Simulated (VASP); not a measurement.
Write the native input for VASP 6.6.1 that does the following.

```yaml
Task: single point
Functional: PBE
Potentials_or_basis: VASP PAW PBE potentials, release 64 (Si)
Cutoff: 520 eV
k_mesh: 11 × 11 × 11
Occupations: fermi-dirac, width 0.05 eV
Spin: no spin polarisation
Further_INCAR_settings: ALGO = Normal; EDIFF = 1e-07; NBANDS = 11
```

The structure of Si lies in POSCAR:

```
Si
1.0
   -2.3713723045      2.3713723045      1.3292653899
    2.3713723045     -2.3713723045      1.3292653899
    2.3713723045      2.3713723045     -1.3292653899
Si
2
Direct
    0.5000000000      0.5000000000      0.0000000000
    0.2500000000      0.7500000000      0.5000000000
```

This isn't the form of Si at room conditions, which is diamond.

The input as run:

INCAR

```
PREC     = Accurate       # precision mode
ENCUT    = 520            # plane-wave cutoff, eV
EDIFF    = 1E-7           # SCF threshold, eV
ISMEAR   = -1             # smearing method
SIGMA    = 0.05           # smearing width, eV
LREAL    = F              # projectors in reciprocal space
LASPH    = T              # aspherical terms in the spheres
NELM     = 80             # most SCF steps
ALGO     = Normal         # electronic algorithm
ISIF     = 2              # what is computed and relaxed
LWAVE    = F              # write WAVECAR
LCHARG   = F              # write CHGCAR
GGA      = PE             # functional
NBANDS   = 11             # bands
```

KPOINTS

```
Automatic mesh
0
Gamma
  11 11 11
```

Potentials or basis: VASP PAW PBE potentials, release 64 (Si).

Run with:

```bash
$ cat potpaw_PBE.64/Si/POTCAR > POTCAR
$ mpirun -np 1 vasp_std > vasp.out
```

Results of the run:

```json
{
 "Pressure": "3.1 GPa",
 "Band gap on the k mesh": "none (metal or under the smearing width)"
}
```

Run time: 21 s on 1 thread of AMD EPYC 9R14 (Zen 4) (shared host), peak memory 0.13 GiB.
